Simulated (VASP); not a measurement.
# NaCl (Pm-3m) in VASP: notebook

One crystal, NaCl, is run at these levels: PBEsol; tasks: single point.

Everything below comes from runs of VASP 6.6.1. Logs are shortened: lines on timing, memory, paths and dates and some standing lists are left out, and cuts for length are marked.

## 1. The crystal as given

It takes space group Pm-3m (No. 221, cubic). Conventional cell: a = 3.502 Å, b = 3.502 Å, c = 3.502 Å, α = 90.00°, β = 90.00°, γ = 90.00°. Around Na (site symmetry m-3m) lie 8 Cl at 3.03 Å. Cl (site symmetry m-3m) is surrounded by 8 Na at 3.03 Å.

Measurements of this composition are mostly on another form, of space group No. 225.

## 2. Single point, PBEsol

INCAR reads:

```
SYSTEM = NaCl
PREC = Accurate
ENCUT = 520
EDIFF = 1E-6
ISMEAR = 0
SIGMA = 0.05
LREAL = .FALSE.
LASPH = .TRUE.
NELM = 100
ALGO = Normal
ISIF = 2
LWAVE = .FALSE.
LCHARG = .TRUE.
GGA = PS
LELF = .TRUE.
LVHAR = .TRUE.
NBANDS = 14
```

KPOINTS reads:

```
Automatic mesh
0
G
  8 8 8
  0 0 0
```

POSCAR reads:

```
NaCl
1.0
    3.5021900000      0.0000000000      0.0000000000
    0.0000000000      3.5021900000      0.0000000000
    0.0000000000      0.0000000000      3.5021900000
Na Cl
1 1
Direct
    0.0000000000      0.0000000000      0.0000000000
    0.5000000000      0.5000000000      0.5000000000
```

Potentials or basis: VASP PAW PBE potentials, release 64 (Na_pv, Cl).

Started as:

```sh
> cat potpaw_PBE.64/Na_pv/POTCAR potpaw_PBE.64/Cl/POTCAR > POTCAR
> mpirun -np 1 vasp_std > vasp.out
```

OUTCAR:

```text
SYSTEM = NaCl
   PREC = Accurate
   ENCUT = 520
   EDIFF = 1E-6
   ISMEAR = 0
   LREAL = .FALSE.
   LASPH = .TRUE.
   NELM = 100
   ISIF = 2
   GGA = PS

 ion  position               nearest neighbor table
   1  0.000  0.000  0.000-
   2  0.500  0.500  0.500-

  LATTYP: Found a simple cubic cell.
 ALAT       =     3.5021900000

  Lattice vectors:

 A1 = (   3.5021900000,   0.0000000000,   0.0000000000)
 A2 = (   0.0000000000,   3.5021900000,   0.0000000000)
 A3 = (   0.0000000000,   0.0000000000,   3.5021900000)

Analysis of symmetry for initial positions (statically):
=====================================================================
 Subroutine PRICEL returns:
 Original cell was already a primitive cell.

 Routine SETGRP: Setting up the symmetry group for a
 simple cubic supercell.

 Subroutine GETGRP returns: Found 48 space group operations
 (whereof 48 operations were pure point group operations)
 out of a pool of 48 trial point group operations.

The static configuration has the point symmetry O_h .

Analysis of symmetry for dynamics (positions and initial velocities):
=====================================================================
 Subroutine PRICEL returns:
 Original cell was already a primitive cell.

 Routine SETGRP: Setting up the symmetry group for a
 simple cubic supercell.

 Subroutine GETGRP returns: Found 48 space group operations
 (whereof 48 operations were pure point group operations)
 out of a pool of 48 trial point group operations.

The dynamic configuration has the point symmetry O_h .

 Subroutine INISYM returns: Found 48 space group operations
 (whereof 48 operations are pure point group operations),
 and found     1 'primitive' translations

----------------------------------------------------------------------------------------

                                     Primitive cell

  volume of cell :      42.9555

  direct lattice vectors                    reciprocal lattice vectors
     3.502190000  0.000000000  0.000000000     0.285535622  0.000000000  0.000000000
     0.000000000  3.502190000  0.000000000     0.000000000  0.285535622  0.000000000
     0.000000000  0.000000000  3.502190000     0.000000000  0.000000000  0.285535622

  length of vectors
     3.502190000  3.502190000  3.502190000     0.285535622  0.285535622  0.285535622

  position of ions in fractional coordinates (direct lattice)
     0.000000000  0.000000000  0.000000000
     0.500000000  0.500000000  0.500000000

[... 82 lines left out ...]
   ISIF   =      2    stress and relaxation
   ISYM   =      2    0-nonsym 1-usesym 2-fastsym
   POTIM  = 0.5000    time-step for ionic-motion
   TEBEG  =    0.0;   TEEND  =   0.0 temperature during run
   PSTRESS=    0.0 pullay stress
   NELECT =      14.0000    total number of electrons
   NUPDOWN=      -1.0000    fix difference up-down
   EMIN   =  10.00;   EMAX   =-10.00  energy-range for DOS
   EFERMI =   0.00;   METHOD = LEGACY
   ISMEAR =     0;   SIGMA  =   0.05  broadening in eV -4-tet -1-fermi 0-gaus
   EFERMI_NEDOS =   21; number of points for ismear=-14 and -15
   IALGO  =     38    algorithm
   IMIX   =      4    mixing-type and parameters
     AMIX     =   0.40;   BMIX     =  1.00
     AMIX_MAG =   1.60;   BMIX_MAG =  1.00
  volume/ion in A,a.u.               =      21.48       144.94
  Fermi-wavevector in a.u.,A,eV,Ry     =   1.126621  2.129005 17.269530  1.269275
  Thomas-Fermi vector in A             =   2.263304
   LORBIT       =      0    0 simple, 1 ext, 2 COOP (PROOUT), +10 PAW based schemes
   GGA     = PS    functional components
   LHFCALC =     F    Hartree Fock is set to
   AEXX    =    0.0000 exact exchange contribution
   IVDW    =     0    specifies the selected vdW correction
   LEPSILON=     F    determine dielectric tensor
   LRPA    =     F    only Hartree local field effects (RPA)
 non-spin polarized calculation
 Gauss-broadening in eV      SIGMA  =   0.05
  energy-cutoff  :      520.00
  volume of cell :       42.96
 maximum number of plane-waves:      1189
 NGX is ok and might be reduce to    28
   NGX = 13   NGY = 13   NGZ = 13

 number of electron      13.9999982 magnetization

 Free energy of the ion-electron system (eV)
  ---------------------------------------------------
  ext. energy  EPLUGINS =         0.00000000
  ---------------------------------------------------
  free energy    TOTEN  =        -6.72291339 eV

  energy without entropy =       -6.72291339  energy(sigma->0) =       -6.72291339

 E-fermi :   0.5814     XC(G=0):  -8.5856

 val. band max:        0.3708539084   @ k =   0.5000   0.5000   0.0000
 cond. band min:       4.2072075318   @ k =   0.0000   0.0000   0.0000
 fundamental gap:      3.8363536234
 Fermi energy:         0.5814260004

 k-point     1 :       0.0000    0.0000    0.0000
  band No.  band energies     occupation
      1     -21.5125      2.00000
      2     -21.5125      2.00000
      3     -21.5125      2.00000
      4     -12.9996      2.00000
      5      -0.1295      2.00000
      6      -0.1295      2.00000
      7      -0.1295      2.00000
      8       4.2072      0.00000
      9       8.7811      0.00000
     10       8.7811      0.00000
     11      15.9537      0.00000
     12      15.9537      0.00000
     13      15.9537      0.00000
     14      16.2823      0.00000
[... 377 lines left out ...]
      1     -21.5460      2.00000
      2     -21.5394      2.00000
      3     -21.5110      2.00000
      4     -12.3674      2.00000
      5      -1.9900      2.00000
      6      -1.6350      2.00000
      7      -0.0085      2.00000
      8       6.3372      0.00000
      9       9.6294      0.00000
     10       9.9897      0.00000
     11      11.3331      0.00000
     12      13.8103      0.00000
     13      13.8247      0.00000
     14      16.7269      0.00000

 [... further k-points ...]
[... 5 lines left out ...]
  --------------------------------------------------------------------------------------
  -------------------------------------------------------------------------------------
  Total       -0.3283454     -0.3283454     -0.3283454      0.0000000      0.0000000     -0.0000000
  in kB      -12.2467923    -12.2467923    -12.2467923      0.0000000      0.0000000     -0.0000000
  external PRESSURE =     -12.2467923 kB  Pullay stress =       0.0000000 kB

 VOLUME and BASIS-vectors are now :
 -----------------------------------------------------------------------------
  energy-cutoff  :      520.00
  volume of cell :       42.96
      direct lattice vectors                 reciprocal lattice vectors
     3.502190000  0.000000000  0.000000000     0.285535622  0.000000000  0.000000000
     0.000000000  3.502190000  0.000000000     0.000000000  0.285535622  0.000000000
     0.000000000  0.000000000  3.502190000     0.000000000  0.000000000  0.285535622

 POSITION                                       TOTAL-FORCE (eV/Angst)
 -----------------------------------------------------------------------------------
      0.00000      0.00000      0.00000         0.000000      0.000000      0.000000
      1.75110      1.75110      1.75110         0.000000      0.000000      0.000000
 -----------------------------------------------------------------------------------
    total drift:                               -0.000000      0.000000      0.000000

  FREE ENERGIE OF THE ION-ELECTRON SYSTEM (eV)
  ---------------------------------------------------
  free  energy   TOTEN  =        -6.7229133870 eV

  energy  without entropy=       -6.7229133870  energy(sigma->0) =       -6.72291339
```

OSZICAR:

```text
N       E                     dE             d eps       ncg     rms          rms(c)
DAV:   1     0.102036374002E+03    0.10204E+03   -0.71324E+03   980   0.104E+03
DAV:   2     0.193157856453E+01   -0.10010E+03   -0.90339E+02  1070   0.268E+02
DAV:   3    -0.678684498998E+01   -0.87184E+01   -0.86464E+01  1226   0.747E+01
DAV:   4    -0.693540774636E+01   -0.14856E+00   -0.14851E+00  1118   0.102E+01
DAV:   5    -0.693830642841E+01   -0.28987E-02   -0.28986E-02  1292   0.148E+00    0.214E+00
DAV:   6    -0.675003121728E+01    0.18828E+00   -0.25052E-01  1260   0.360E+00    0.144E+00
DAV:   7    -0.672408290820E+01    0.25948E-01   -0.71654E-02  1380   0.182E+00    0.965E-01
DAV:   8    -0.672311269794E+01    0.97021E-03   -0.91200E-03  1058   0.889E-01    0.380E-01
DAV:   9    -0.672290270577E+01    0.20999E-03   -0.39479E-04  1232   0.145E-01    0.206E-01
DAV:  10    -0.672291527994E+01   -0.12574E-04   -0.22442E-04  1106   0.872E-02    0.205E-02
DAV:  11    -0.672291328074E+01    0.19992E-05   -0.10241E-05  1184   0.248E-02    0.600E-03
DAV:  12    -0.672291338696E+01   -0.10623E-06   -0.87483E-07  1082   0.598E-03
   1 F= -.67229134E+01 E0= -.67229134E+01  d E =-.328496E-11
```

It took 12 s on 1 thread of Intel Xeon 6975P-C (Granite Rapids), shared host; peak memory 0.15 GiB.

What came out:

```
Free energy            : -6.7229 eV
Pressure               : -1.2 GPa
Band gap on the k mesh : 3.84 eV, indirect (least direct gap 4.34 eV)
```

Levels at points of the mesh, in eV from the valence-band top:
```csv
k point,band 5,band 6,band 7,band 8,band 9,band 10
"(0.00, 0.00, 0.00)",-0.50,-0.50,-0.50,3.84,8.41,8.41
"(0.50, 0.00, 0.00)",-3.00,-0.26,-0.26,6.74,8.49,10.38
"(0.50, 0.50, 0.00)",-2.31,-2.31,0.00,5.43,9.73,10.87
"(0.50, 0.50, 0.50)",-1.88,-1.88,-1.88,6.97,6.97,6.97
```

Caveat: the PAW data sets were made with another functional, which shifts forces and pressure a little. PBEsol gaps usually lie below the measured ones, often by a third to a half.

(Part 1 of 2 ends here.)
